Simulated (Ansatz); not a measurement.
Set up this calculation in Ansatz 0.2.0, as the native input.

```
Task                : single point
Functional          : HSEsol
Potentials or basis : Ansatz PAW
Cutoff              : 420 eV (not typed: the program's choice for these potentials)
k mesh              : 4 × 4 × 4
Occupations         : gaussian, width 0.05 eV
Spin                : no spin polarisation
```

Crystal: PbF2 (Fluorocronite).

```xyz
3
Lattice="0.0000 2.9637 2.9637 2.9637 0.0000 2.9637 2.9637 2.9637 0.0000" Properties=species:S:1:pos:R:3 pbc="T T T"
Pb    0.0000    0.0000    0.0000
F     4.4455    4.4455    4.4455
F     1.4818    1.4818    1.4818
```

These files were run (other wordings do the same):

input

```
crystal:
  lattice:
    - [0.0, 2.96366, 2.96366]
    - [2.96366, 0.0, 2.96366]
    - [2.96366, 2.96366, 0.0]
  atoms:
    - { symbol: Pb, position: [0.0, 0.0, 0.0] }
    - { symbol: F, position: [0.75, 0.75, 0.75] }
    - { symbol: F, position: [0.25, 0.25, 0.25] }
hamiltonian:
  xc:
    exchange: hjs_pbesol
    correlation: pbesol
    exx: { coeff: 0.25, omega: 0.207 }
  pseudopotentials: { kind: paw }
kpoints:
  mp_grid: { grid: [4, 4, 4] }
scf:
  occupations: { method: gaussian, width: 0.05 }
output:
  forces: true
  stress: true
  eigenvalues: true
```

Results of the run:

* Pressure: -1.9 GPa
* Band gap on the k mesh: 5.63 eV, indirect (least direct gap 5.77 eV)

Caveat: the k mesh is coarse (spacing up to 0.46 Å⁻¹), so the values aren't converged, least of all with exact exchange; spin-orbit coupling is left out, which as a rule narrows the gap of such compounds by several tenths of an eV; the PAW data sets come from PBE, with cores solved anew for the run's functional, which leaves a small shift of forces and pressure; the thresholds are loose for stress.

Wall time 12 s on 1 × NVIDIA H100 80GB HBM3 with 2 threads of AMD EPYC 7R13 Processor (Zen 3), on a shared host, peak memory 1.6 GiB.
